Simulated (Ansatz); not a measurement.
Fluorite PbF2, relaxed with r2SCAN in Ansatz: it is cubic, Fm-3m (No. 225); conventional cell a = 5.921 Å, 17.30 Å³ an atom. Pb has 8 F at 2.56 Å; F has 4 Pb at 2.56 Å. The cell was then strained (x, y and z are the cube axes), with the atoms relaxed again; stress is positive in compression. Spin-unpolarised throughout; all numbers are computed.

- Isotropic +1.91 % on every length: the pressure changes by -3.84 GPa, and the HSE06 gap (W → X) goes from 5.727 to 5.769 eV.
- Epitaxial strain of -1.0 % in the (001) plane: the free normal strain is +1.07 % and the in-plane stress changes by +1.10 GPa.

**Question.** What bulk modulus does the isotropic step give?

**Answer.** Δ ln V = 3 ln(1.0191) = +0.0568, so B ≈ −ΔP/Δ ln V = 68 GPa.

**Question.** Give the volume deformation potential of that gap and its pressure coefficient.

**Answer.** a_V = ΔE_g/Δ ln V = (+0.042)/(+0.0568) = +0.74 eV; dE_g/dP = −a_V/B = -11 meV/GPa, with HSE06's gap and r2SCAN's modulus.

**Question.** What do the film's normal strain and stress say about the elastic constants?

**Answer.** ε⊥/ε∥ = (+0.0107)/(-0.0100) = -1.07, which linear elasticity sets to −2C₁₂/C₁₁. The biaxial modulus is M = −Δσ/ε∥ = 110 GPa.

**Question.** How much elastic energy does the film store, with 17.30 Å³ an atom?

**Answer.** u = M ε∥² = −Δσ ε∥ = -1.10 × (-0.0100) = 0.0110 GPa, and 1 GPa Å³ is 6.2415 meV: 1.19 meV an atom. The total energies of the two runs differ by 1.21 meV an atom.

No spin-orbit coupling is included; it can move band edges with weight on the heavy atoms by tenths of an eV.

Where an edge lies off the special points, it is a point of the mesh or the k point where a search put PBE's edge or least direct gap, reused for the other functionals, whose own edges may lie a little apart.

The meshes of the hybrids are coarse, so their gaps aren't converged to the digits shown.
